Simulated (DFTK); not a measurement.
# HfC under changes of volume

One of the cells (12.587 Å³/atom); the others are scaled copies at fixed shape and fractional positions:

```
CELL_PARAMETERS angstrom
3.34287 0.00000 0.00000
-1.67143 2.89501 0.00000
0.00000 0.00000 5.20271
ATOMIC_POSITIONS crystal
Hf 0.33333 0.66667 0.25000
Hf 0.66667 0.33333 0.75000
C 0.00000 0.00000 0.50000
C 0.00000 0.00000 0.00000
```

The cell comes from a database or a generator and needn't be the stable form of this composition.

* Program: DFTK 0.8.2
* Functional: PBEsol
* Potentials or basis: dojo.nc.sr.pbesol.v0_4_1.standard.upf (PBEsol)
* Cutoff: 1116 eV
* k mesh: 9 × 9 × 5
* Occupations: fermi-dirac, width 0.05 eV
* Spin: no spin polarisation

```tsv
volume (Å³/atom)	energy over the lowest point (meV/atom)	pressure (GPa)
11.832	8.92	8.4
12.084	?	?
12.336	0.00	-2.5
12.587	7.49	-7.1
12.839	21.92	-11.3
13.091	42.58	-15.1
13.343	68.87	-18.5
```

Question: What does the run at 12.084 Å³/atom give?

Answer: Energy over the lowest point 0.20 meV/atom; pressure 2.7 GPa.

Worked out: A Birch-Murnaghan fit of order 3 (a polynomial in V^(-2/3)) to the other rows has its minimum at 12.21 Å³/atom with B0 = V·E''(V) = 250 GPa and B' = 4.1 at fixed shape and positions, which overstates the stiffness. It gives 0.18 meV/atom at 12.084 Å³/atom, against the run's 0.20, and -dE/dV = 2.7 GPa, against 2.7.

Energies are extrapolated to zero smearing.
